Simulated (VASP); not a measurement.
# A VASP 6.6.1 single-point calculation on SrTiO$_{3}$

INCAR

```
NBANDS = 28
LCHARG = .FALSE.
ENCUT = 520
ISIF = 2
GGA = PE
LWAVE = .FALSE.
IBRION = -1
NSW = 0
EDIFF = 1E-7
LREAL = .FALSE.
ISMEAR = 1
SIGMA = 0.1
LASPH = .TRUE.
NELM = 71
PREC = Accurate
```

KPOINTS

```
KPOINTS created by Atomic Simulation Environment
0
Gamma
6 6 6
0 0 0
```

POSCAR

```
Sr Ti O
 1.0000000000000000
     3.8677829865000000    0.0000000000000000    0.0000000000000000
     0.0000000000000000    3.8677829865000000    0.0000000000000000
     0.0000000000000000    0.0000000000000000    3.9317034817000001
 Sr  Ti  O
   1   1   3
Cartesian
  0.0000000000000000  0.0000000000000000  0.0000000000000000
  1.9338914932499998  1.9338914932499998  1.9658517408499998
  1.9338914932499998  1.9338914932499998  0.0000000000000000
  1.9338914932499998  0.0000000000000000  1.9658517408499998
  0.0000000000000000  1.9338914932499998  1.9658517408499998
```

The recommended PBE PAW datasets give the neutral cell 40 valence electrons.

Command

```
mpirun -np 1 vasp_std
```

How does this run end, and what does it give?

It converged. Results: gap between bands v and c on the k mesh 1.85 eV; least direct gap on the k mesh 2.21 eV; pressure 7.5 GPa. Band v is the last that the valence electrons fill when counted band by band, and c is the next.

OSZICAR

```
N       E                     dE             d eps       ncg     rms          rms(c)
DAV:   1     0.433928964620E+03    0.43393E+03   -0.21400E+04  2240   0.159E+03
DAV:   2    -0.439873150545E+01   -0.43833E+03   -0.41850E+03  2564   0.439E+02
DAV:   3    -0.482044331849E+02   -0.43806E+02   -0.43511E+02  3104   0.134E+02
DAV:   4    -0.502217867267E+02   -0.20174E+01   -0.20135E+01  3340   0.244E+01
DAV:   5    -0.502690774713E+02   -0.47291E-01   -0.47282E-01  3084   0.317E+00    0.271E+01
DAV:   6    -0.400184751097E+02    0.10251E+02   -0.51581E+01  3180   0.650E+01    0.149E+01
DAV:   7    -0.401031843284E+02   -0.84709E-01   -0.76418E+00  2936   0.205E+01    0.112E+01
DAV:   8    -0.400934695568E+02    0.97148E-02   -0.13049E+00  2704   0.120E+01    0.272E+00
DAV:   9    -0.400485827567E+02    0.44887E-01   -0.30284E-01  2860   0.512E+00    0.113E+00
DAV:  10    -0.400439384928E+02    0.46443E-02   -0.92458E-02  2624   0.207E+00    0.709E-01
DAV:  11    -0.400382427689E+02    0.56957E-02   -0.23193E-02  3464   0.148E+00    0.138E-01
DAV:  12    -0.400382501110E+02   -0.73422E-05   -0.12723E-03  2724   0.331E-01    0.106E-01
DAV:  13    -0.400382338403E+02    0.16271E-04   -0.34903E-04  3584   0.171E-01    0.464E-02
DAV:  14    -0.400382378880E+02   -0.40478E-05   -0.11501E-04  2852   0.716E-02    0.263E-02
DAV:  15    -0.400382341953E+02    0.36927E-05   -0.12601E-05  3160   0.325E-02    0.113E-02
DAV:  16    -0.400382342486E+02   -0.53259E-07   -0.68742E-06  2636   0.179E-02    0.737E-03
DAV:  17    -0.400382342786E+02   -0.30062E-07   -0.81002E-07  2580   0.924E-03
   1 F= -.40038234E+02 E0= -.40038412E+02  d E =0.533857E-03
```

For comparison, a separate PBE run of the intended cell, on usual settings and not on those above, gives a gap of 1.84 eV on its mesh and a pressure of 7.5 GPa.
